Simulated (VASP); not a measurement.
A run of VASP 6.6.1:

File INCAR:

```
PREC     = Accurate       # precision mode
ENCUT    = 600            # plane-wave cutoff, eV
EDIFF    = 1E-7           # SCF threshold, eV
ISMEAR   = 0              # smearing method
SIGMA    = 0.03           # smearing width, eV
LREAL    = F              # projectors in reciprocal space
LASPH    = T              # aspherical terms in the spheres
NELM     = 80             # most SCF steps
ALGO     = Normal         # electronic algorithm
ISIF     = 3              # what is computed and relaxed
LWAVE    = F              # write WAVECAR
LCHARG   = F              # write CHGCAR
GGA      = PE             # functional
IVDW     = 12             # dispersion correction
IBRION   = 2              # ionic algorithm
NSW      = 90             # ionic steps
EDIFFG   = -0.005         # ionic threshold
KPAR     = 2
```

Contents of KPOINTS:

```
Automatic mesh
0
Gamma
  9 9 2
```

Contents of POSCAR:

```
GaS                                     
1.0
    3.5881281483     -0.0000000000     -0.0000000000
   -1.7940640742      3.1074101285      0.0000000000
   -0.0000000000     -0.0000000000     15.4225057254
  Ga              S             
     4     4
Direct
     0.3333333332999970    0.6666666667000030    0.1706235578836870
     0.6666666667000030    0.3333333332999970    0.6706235578836870
     0.3333333332999970    0.6666666667000030    0.3293764421163130
     0.6666666667000030    0.3333333332999970    0.8293764421163130
     0.3333333332999970    0.6666666667000030    0.5999385165972416
     0.6666666667000030    0.3333333332999970    0.0999385165972416
     0.3333333332999970    0.6666666667000030    0.9000614834027584
     0.6666666667000030    0.3333333332999970    0.4000614834027584
```

Potentials or basis: VASP PAW PBE potentials, release 64 (Ga_d, S).

Launch:

```sh
$ cat potpaw_PBE.64/Ga_d/POTCAR potpaw_PBE.64/S/POTCAR > POTCAR
$ mpirun -np 2 vasp_std > vasp.out
```

Hardware: 2 MPI ranks on Intel(R) Xeon(R) 6975P-C (Granite Rapids), with other jobs on the host.

Question: How long does it take, and how much memory?

Answer: It took 110 s on 2 MPI ranks on Intel(R) Xeon(R) 6975P-C (Granite Rapids), on a shared host, peak memory 0.45 GiB a rank. Counts: scf iterations 24, k points 24, ion steps 2.
